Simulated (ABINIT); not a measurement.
# TiTe2 (P-3m1) in ABINIT: reference runs

How does TiTe2 come out in PBEsol? The cell is run as given.

Everything below comes from runs of ABINIT 10.8.3 (patched build). Logs are shortened: lines on timing, memory, paths and dates and some standing lists are left out, and cuts for length are marked. The log counts tension as positive stress, the text compression.

### Step 1. Starting point

The structure is trigonal, space group P-3m1 (No. 164). The conventional cell has a = 3.777 Å, b = 3.777 Å, c = 6.498 Å, α = 90.00°, β = 90.00°, γ = 120.00°. Te (site symmetry 3m) is surrounded by 3 Ti at 2.77 Å. Ti (site symmetry -3m) is surrounded by 6 Te at 2.77 Å.

### Step 2. Single point, PBEsol

run.abi reads:

```
pp_dirpath "./"
pseudos "Te.upf, Ti.upf"

acell 3*1.0 Angstrom
rprim
     3.7770000000     0.0000000000     0.0000000000
    -1.8885000000     3.2709779501     0.0000000000
     0.0000000000     0.0000000000     6.4980000000
ntypat 2
znucl 52 22
natom 3
typat 1 1 2
xcart
    -0.0000000002     2.1806519668     4.7903256000
     1.8885000002     1.0903259833     1.7076744000
     0.0000000000     0.0000000000     0.0000000000 Angstrom

ecut 42.0

kptopt 1
ngkpt 8 8 4
nshiftk 1
shiftk 0.0 0.0 0.0

ixc -116133

nband 27
occopt 3
tsmear 0.00183747

nstep 100
tolvrs 1.0e-10

iomode 3
prtwf 0
prtden 0
prteig 0
prtebands 0
enunit 1
```

Potentials or basis: PseudoDojo NC SR PBEsol v0.4.1 standard.

Started as:

```console
$ abinit run.abi > log 2>&1
```

run.abo:

```text
.Version 10.8.3 of ABINIT
 Symmetries : space group P-3 m 1 (#164); Bravais hP (primitive hexag.)
================================================================================
 Values of the parameters that define the memory need of the present run
     intxc =       0    ionmov =       0      iscf =       7    lmnmax =       6
     lnmax =       6     mgfft =      72  mpssoang =       3    mqgrid =    3583
     natom =       3  nloc_mem =       1    nspden =       1   nspinor =       1
    nsppol =       1      nsym =      12    n1xccc =    2501    ntypat =       2
    occopt =       3   xclevel =       2
       mpw =        7080          nfft =      145800          nkpt =          35
================================================================================
================================================================================

--------------------------------------------------------------------------------
------------- Echo of variables that govern the present computation ------------
--------------------------------------------------------------------------------
 -outvars: echo values of preprocessed input variables --------
            acell      1.8897261259E+00  1.8897261259E+00  1.8897261259E+00 Bohr
              amu      1.27600000E+02  4.78800000E+01
             ecut      4.20000000E+01 Hartree
           enunit           1
              ixc     -116133
         kptrlatt        8    0    0      0    8    0      0    0    4
          kptrlen      4.91177615E+01
            natom           3
            nband          27
            ngfft          45      45      72
             nkpt          35
            nstep         100
             nsym          12
           ntypat           2
           occopt           3
           prtden           0
        prtebands           0
           prteig           0
            prtwf           0
            rprim      3.7770000000E+00  0.0000000000E+00  0.0000000000E+00
                      -1.8885000000E+00  3.2709779501E+00  0.0000000000E+00
                       0.0000000000E+00  0.0000000000E+00  6.4980000000E+00
          spgroup         164
           tolvrs      1.00000000E-10
           tsmear      1.83747000E-03 Hartree
            typat      1  1  2
           xangst     -2.7955415760E-16  2.1806519667E+00  4.7903256000E+00
                       1.8885000000E+00  1.0903259834E+00  1.7076744000E+00
                       0.0000000000E+00  0.0000000000E+00  0.0000000000E+00
            xcart     -5.2828079522E-16  4.1208349930E+00  9.0524034379E+00
                       3.5687477888E+00  2.0604174965E+00  3.2270369282E+00
                       0.0000000000E+00  0.0000000000E+00  0.0000000000E+00
             xred      3.3333333333E-01  6.6666666667E-01  7.3720000000E-01
                       6.6666666667E-01  3.3333333333E-01  2.6280000000E-01
                       0.0000000000E+00  0.0000000000E+00  0.0000000000E+00
            znucl       52.00000   22.00000

================================================================================

 chkinp: Checking input parameters for consistency.

================================================================================
== DATASET  1 ==================================================================

--- !DatasetInfo
iteration_state: {dtset: 1, }
dimensions: {natom: 3, nkpt: 35, mband: 27, nsppol: 1, nspinor: 1, nspden: 1, mpw: 7080, }
cutoff_energies: {ecut:  42.0, pawecutdg:  -1.0, }
electrons: {nelect:   4.40000000E+01, charge:   0.00000000E+00, occopt:   3.00000000E+00, tsmear:   1.83747000E-03, }
meta: {optdriver: 0, ionmov: 0, optcell: 0, iscf: 7, paral_kgb: 0, }
...

 Real(R)+Recip(G) space primitive vectors, cartesian coordinates (Bohr,Bohr^-1):
 R(1)=  7.1374956  0.0000000  0.0000000  G(1)=  0.1401052  0.0808898  0.0000000
 R(2)= -3.5687478  6.1812525  0.0000000  G(2)=  0.0000000  0.1617795  0.0000000
 R(3)=  0.0000000  0.0000000 12.2794404  G(3)=  0.0000000  0.0000000  0.0814369
 Unit cell volume ucvol=  5.4175248E+02 bohr^3
 Angles (23,13,12)=  9.00000000E+01  9.00000000E+01  1.20000000E+02 degrees

 getcut: wavevector=  0.0000  0.0000  0.0000  ngfft=  45  45  72
         ecut(hartree)=     42.000   => boxcut(ratio)=   2.00985

--- Pseudopotential description ------------------------------------------------
- pspini: atom type   1  psp file is ./Te.upf
12 -116133 2 -1 1294                          pspcod,pspxc,lmax,lloc,mmax
     nproj     2     2     2

- pspini: atom type   2  psp file is ./Ti.upf
12 -116133 2 -1 1586                          pspcod,pspxc,lmax,lloc,mmax
     nproj     2     2     2

   3.89060288E+03                                ecore*ucvol(ha*bohr**3)
--------------------------------------------------------------------------------

================================================================================

--- !BeginCycle
iteration_state: {dtset: 1, }
solver: {iscf: 7, nstep: 100, nline: 4, wfoptalg: 0, }
tolerances: {tolvrs: 1.00E-10, }
...

     iter   Etot(hartree)      deltaE(h)  residm     vres2
 ETOT  1  -268.37666996149    -2.684E+02 7.114E-01 9.009E+02
 ETOT  2  -259.99225955268     8.384E+00 1.375E-01 1.021E+05
 ETOT  3  -268.58419258836    -8.592E+00 3.534E-02 1.955E+03
 ETOT  4  -268.68591636733    -1.017E-01 7.809E-03 7.100E+02
 ETOT  5  -268.73598273916    -5.007E-02 1.799E-03 1.235E+01
 ETOT  6  -268.73591053146     7.221E-05 6.080E-04 2.109E+01
 ETOT  7  -268.73754264430    -1.632E-03 1.825E-04 2.158E+00
 ETOT  8  -268.73773954701    -1.969E-04 9.329E-05 4.621E-02
 ETOT  9  -268.73774428764    -4.741E-06 2.969E-05 6.439E-04
 ETOT 10  -268.73774432483    -3.719E-08 1.455E-05 3.487E-05
 ETOT 11  -268.73774432693    -2.103E-09 9.562E-06 5.894E-08
 ETOT 12  -268.73774432693     2.046E-12 2.538E-06 9.669E-09
 ETOT 13  -268.73774432692     7.674E-12 2.481E-06 1.404E-09
 ETOT 14  -268.73774432693    -5.002E-12 5.915E-07 4.446E-11

 At SCF step   14       vres2   =  4.45E-11 < tolvrs=  1.00E-10 =>converged.

 Cartesian components of stress tensor (hartree/bohr^3)
  sigma(1 1)=  7.97222713E-05  sigma(3 2)=  0.00000000E+00
  sigma(2 2)=  7.97222712E-05  sigma(3 1)=  0.00000000E+00
  sigma(3 3)=  6.29541566E-05  sigma(2 1)=  0.00000000E+00

--- !ResultsGS
iteration_state: {dtset: 1, }
comment   : Summary of ground state results
lattice_vectors:
- [  7.1374956,   0.0000000,   0.0000000, ]
- [ -3.5687478,   6.1812525,   0.0000000, ]
- [  0.0000000,   0.0000000,  12.2794404, ]
lattice_lengths: [   7.13750,    7.13750,   12.27944, ]
lattice_angles: [ 90.000,  90.000, 120.000, ] # degrees, (23, 13, 12)
lattice_volume:   5.4175248E+02
convergence: {deltae: -5.002E-12, res2:  4.446E-11, residm:  5.915E-07, diffor: null, }
etotal    :  -2.68737744E+02
entropy   :   0.00000000E+00
fermie    :   2.17294868E-01
cartesian_stress_tensor: # hartree/bohr^3
- [  7.97222713E-05,   0.00000000E+00,   0.00000000E+00, ]
- [  0.00000000E+00,   7.97222712E-05,   0.00000000E+00, ]
- [  0.00000000E+00,   0.00000000E+00,   6.29541566E-05, ]
pressure_GPa:  -2.1811E+00
xred      :
- [  3.3333E-01,   6.6667E-01,   7.3720E-01, Te]
- [  6.6667E-01,   3.3333E-01,   2.6280E-01, Te]
- [  0.0000E+00,   0.0000E+00,   0.0000E+00, Ti]
cartesian_forces: # hartree/bohr
- [ -0.00000000E+00,  -2.17807413E-29,   2.31167476E-03, ]
- [ -0.00000000E+00,   2.17807413E-29,  -2.31167476E-03, ]
- [ -0.00000000E+00,  -0.00000000E+00,  -1.44560290E-19, ]
force_length_stats: {min:   1.44560290E-19, max:   2.31167476E-03, mean:   1.54111651E-03, }
...

 Integrated electronic density in atomic spheres:
 ------------------------------------------------
 Atom  Sphere_radius  Integrated_density
    1        2.00000         11.97466555
    2        2.00000         11.97466555
    3        2.00000          9.48052308
================================================================================

 ----iterations are completed or convergence reached----

 Mean square residual over all n,k,spin=   14.561E-10; max=  59.148E-08
 reduced coordinates (array xred) for    3 atoms
       0.333333333333      0.666666666667      0.737200000000
       0.666666666667      0.333333333333      0.262800000000
       0.000000000000      0.000000000000      0.000000000000
 rms dE/dt=  1.3381E-02; max dE/dt=  2.8386E-02; dE/dt below (all hartree)
    1       0.000000000000      0.000000000000     -0.028386072355
    2       0.000000000000     -0.000000000000      0.028386072355
    3       0.000000000000      0.000000000000      0.000000000000

 cartesian coordinates (angstrom) at end:
    1     -0.00000000000000     2.18065196673333     4.79032560000000
    2      1.88850000000000     1.09032598336667     1.70767440000000
    3      0.00000000000000     0.00000000000000     0.00000000000000

 cartesian forces (hartree/bohr) at end:
    1     -0.00000000000000    -0.00000000000000     0.00231167475952
    2     -0.00000000000000     0.00000000000000    -0.00231167475952
    3     -0.00000000000000    -0.00000000000000    -0.00000000000000
 frms,max,avg= 1.0897339E-03 2.3116748E-03   0.000E+00  0.000E+00  0.000E+00 h/b

 cartesian forces (eV/Angstrom) at end:
    1     -0.00000000000000    -0.00000000000000     0.11887109554809
    2     -0.00000000000000     0.00000000000000    -0.11887109554809
    3     -0.00000000000000    -0.00000000000000    -0.00000000000000
 frms,max,avg= 5.6036372E-02 1.1887110E-01   0.000E+00  0.000E+00  0.000E+00 e/A
 length scales=  1.889726125908  1.889726125908  1.889726125908 bohr
              =  1.000000000000  1.000000000000  1.000000000000 angstroms
 Fermi (or HOMO) energy (eV) =   5.91289   Average Vxc (eV)= -10.55525
 Eigenvalues (   eV  ) for nkpt=  35  k points:
 kpt#   1, nband= 27, wtk=  0.00391, kpt=  0.0000  0.0000  0.0000 (reduced coord)
 -51.32213  -30.55058  -30.55058  -30.54664  -30.54664  -30.52898  -30.52898  -30.52724
 -30.52724  -30.52126  -30.51926  -27.67396  -27.67396  -27.65161   -6.50442   -4.99823
   0.68588    4.26211    4.26211    6.25927    6.32521    6.32521    6.51757    7.00518
   7.00518    9.00646    9.00646
 prteigrs : prtvol=0 or 1, do not print more k-points.

--- !EnergyTerms
iteration_state     : {dtset: 1, }
comment             : Components of total free energy in Hartree
kinetic             :  1.37197608704211E+02
hartree             :  6.74631108987269E+01
xc                  : -5.74175583787819E+01
Ewald energy        : -1.59232670052470E+02
psp_core            :  7.18151370894471E+00
local_psp           : -2.05176298305079E+02
non_local_psp       : -5.87530232696198E+01
internal            : -2.68737316694069E+02
'-kT*entropy'       : -4.27632859798729E-04
total_energy        : -2.68737744326928E+02
total_energy_eV     : -7.31272655975374E+03
band_energy         : -3.15266491141130E+01
...

 Cartesian components of stress tensor (hartree/bohr^3)
  sigma(1 1)=  7.97222713E-05  sigma(3 2)=  0.00000000E+00
  sigma(2 2)=  7.97222712E-05  sigma(3 1)=  0.00000000E+00
  sigma(3 3)=  6.29541566E-05  sigma(2 1)=  0.00000000E+00

-Cartesian components of stress tensor (GPa)         [Pressure= -2.1811E+00 GPa]
- sigma(1 1)=  2.34551020E+00  sigma(3 2)=  0.00000000E+00
- sigma(2 2)=  2.34551020E+00  sigma(3 1)=  0.00000000E+00
- sigma(3 3)=  1.85217523E+00  sigma(2 1)=  0.00000000E+00

== END DATASET(S) ==============================================================
================================================================================

 -outvars: echo values of variables after computation  --------
            acell      1.8897261259E+00  1.8897261259E+00  1.8897261259E+00 Bohr
           etotal     -2.6873774433E+02
            fcart     -0.0000000000E+00 -2.1780741263E-29  2.3116747595E-03
                      -0.0000000000E+00  2.1780741263E-29 -2.3116747595E-03
                      -0.0000000000E+00 -0.0000000000E+00 -1.4456028966E-19
            rprim      3.7770000000E+00  0.0000000000E+00  0.0000000000E+00
                      -1.8885000000E+00  3.2709779501E+00  0.0000000000E+00
                       0.0000000000E+00  0.0000000000E+00  6.4980000000E+00
           strten      7.9722271264E-05  7.9722271214E-05  6.2954156614E-05
                       0.0000000000E+00  0.0000000000E+00  0.0000000000E+00
           xangst     -2.7955415760E-16  2.1806519667E+00  4.7903256000E+00
                       1.8885000000E+00  1.0903259834E+00  1.7076744000E+00
                       0.0000000000E+00  0.0000000000E+00  0.0000000000E+00
             xred      3.3333333333E-01  6.6666666667E-01  7.3720000000E-01
                       6.6666666667E-01  3.3333333333E-01  2.6280000000E-01
                       0.0000000000E+00  0.0000000000E+00  0.0000000000E+00
 Calculation completed.
```

It took 5.3 min on 1 thread of Arm Neoverse V1, shared host; peak memory 0.19 GiB.

What came out:

* Free energy: -7312.7266 eV
* Pressure: -2.2 GPa
* Largest force: 0.119 eV/Å
* Band gap on the k mesh: none (metal or under the smearing width)
* Valence electrons inside the program's atomic spheres: Te 11.97; Ti 9.48

Forces on the atoms (eV/Å):
```
Te   0.000  0.000  0.119
Te   0.000  0.000 -0.119
Ti   0.000  0.000  0.000
```

Caveat: this functional lacks dispersion, which binds the layers, so the pressure and a relaxed spacing across them are unreliable. The run has no spin-orbit coupling, so splittings on Te are missing.
